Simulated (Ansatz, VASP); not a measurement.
**One calculation of Ag, two programs**

Contents of INCAR:

```
SYSTEM = Ag
ALGO = Normal
EDIFF = 1E-6
ENCUT = 520
GGA = PE
ISIF = 2
ISMEAR = -1
LASPH = .TRUE.
LCHARG = .TRUE.
LELF = .TRUE.
LREAL = .FALSE.
LVHAR = .TRUE.
LWAVE = .FALSE.
NBANDS = 12
NELM = 100
PREC = Accurate
SIGMA = 0.05
```

File KPOINTS:

```
k-points
0
G
  20 20 20
  0 0 0
```

POSCAR

```
Ag
1.0
    0.0000000000      1.6602812224      1.6602812224
    1.6602812224      0.0000000000      1.6602812224
    1.6602812224      1.6602812224      0.0000000000
Ag
1
Direct
    0.0000000000      0.0000000000      0.0000000000
```

Input for Ansatz:

```yaml
crystal:
  lattice:
    - [0.0, 1.6602812224, 1.6602812224]
    - [1.6602812224, 0.0, 1.6602812224]
    - [1.6602812224, 1.6602812224, 0.0]
  atoms:
    - { symbol: Ag, position: [0.0, 0.0, 0.0] }
kpoints:
  mp_grid: { grid: [20, 20, 20] }
scf:
  occupations: { method: fermi_dirac, width: 0.05 }
hamiltonian:
  xc: pbe
  pseudopotentials: { kind: paw }
output:
  forces: true
  stress: true
  eigenvalues: true
```

Change from the starting cell: volume scaled by 0.513, to set the pressure.

Alike in both runs: task single point; functional PBE; k mesh 20 × 20 × 20; occupations fermi-dirac, width 0.05 eV; no spin polarisation.

```csv
,VASP,Ansatz
version,VASP 6.6.1,Ansatz 0.2.0
potentials or method,"VASP PAW PBE potentials, release 64 (Ag)","PAW with Ansatz's default frozen-core files, scalar-relativistic"
plane-wave cutoff (eV),520,420
valence electrons in the cell,11,19
```

|  | VASP | Ansatz | Ansatz less VASP |
| --- | --- | --- | --- |
| pressure (GPa) | 390.5 | 390.6 | +0.16 |

The functional is the same, so the differences come from potentials, cutoffs and numerics. The two sets of potentials don't hold the same shells in valence.

Caveats: the cell as given lies far from equilibrium; so large a pressure means that the cell lies far from this level's equilibrium, or that cutoff or potentials fall short (VASP).
